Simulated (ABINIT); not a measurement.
# HgSe: single point with LDA

The system is HgSe.

```
CELL_PARAMETERS angstrom
0.00000 3.03900 3.03900
3.03900 0.00000 3.03900
3.03900 3.03900 0.00000
ATOMIC_POSITIONS crystal
Hg 0.00000 0.00000 0.00000
Se 0.75000 0.75000 0.75000
```

```
Program             : ABINIT 10.8.3 (patched build)
Task                : single point
Functional          : LDA
Potentials or basis : HGH LDA semicore
Cutoff              : 435 eV
k mesh              : 6 × 6 × 6
Occupations         : fermi-dirac, width 0.05 eV
Spin                : no spin polarisation
```

The band gap on the k mesh is none (metal or under the smearing width) and the valence electrons inside the program's atomic spheres are Hg 8.49; Se 3.30.

Levels at points of the mesh, in eV from the Fermi level:
```tsv
k point	band 5	band 6	band 7	band 8	band 9	band 10	band 11	band 12	band 13
(0.00, 0.00, 0.00)	-6.49	-6.49	-1.26	-0.04	-0.04	-0.04	5.24	5.24	5.24
(0.50, 0.00, 0.00)	-6.49	-6.24	-5.71	-1.06	-1.06	0.84	6.05	6.05	6.72
(0.50, 0.50, 0.00)	-6.43	-6.17	-5.26	-2.42	-2.42	2.60	2.71	8.17	9.56
```

Run time: 5.9 s on 1 thread of Intel(R) Xeon(R) Platinum 8488C (Sapphire Rapids), on a shared host, peak memory 0.07 GiB.

Caveat: HGH potentials are hard and often keep d shells in the core, so these values are rough. The run has no spin-orbit coupling, so splittings on Hg are missing.
